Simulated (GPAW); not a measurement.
Crystal: ZrC.

```
Zr C
1.0
     3.39148    0.00000    0.00000
    -1.69574    2.93710    0.00000
     0.00000    0.00000    5.29005
Zr C
2 2
Direct
  0.66667 0.33333 0.75000
  0.33333 0.66667 0.25000
  0.00000 0.00000 0.50000
  0.00000 0.00000 0.00000
```

The cell comes from a database or a generator and needn't be the stable form of this composition.

Base run:

| Item | Value |
| --- | --- |
| Program | GPAW 26.7.0 |
| Functional | PBEsol |
| Potentials or basis | PAW data sets generated in the run's folder for this functional |
| Cutoff | 800 eV |
| Basis | pw |
| k mesh | 7 × 7 × 4 |
| Occupations | fermi-dirac, width 0.05 eV |
| Spin | no spin polarisation |
| Hubbard terms | Zr d U = 3 eV |

Its results: pressure -1.1 GPa.

Question: The run is repeated on the same cell with these changes: hubbard terms from Zr d U = 3 eV to none. What comes out?

Answer: Pressure -8.8 GPa.

Caveats: U without spin polarisation on a metal has little footing (some runs); the U is typed as a test and isn't derived for this compound (some runs).
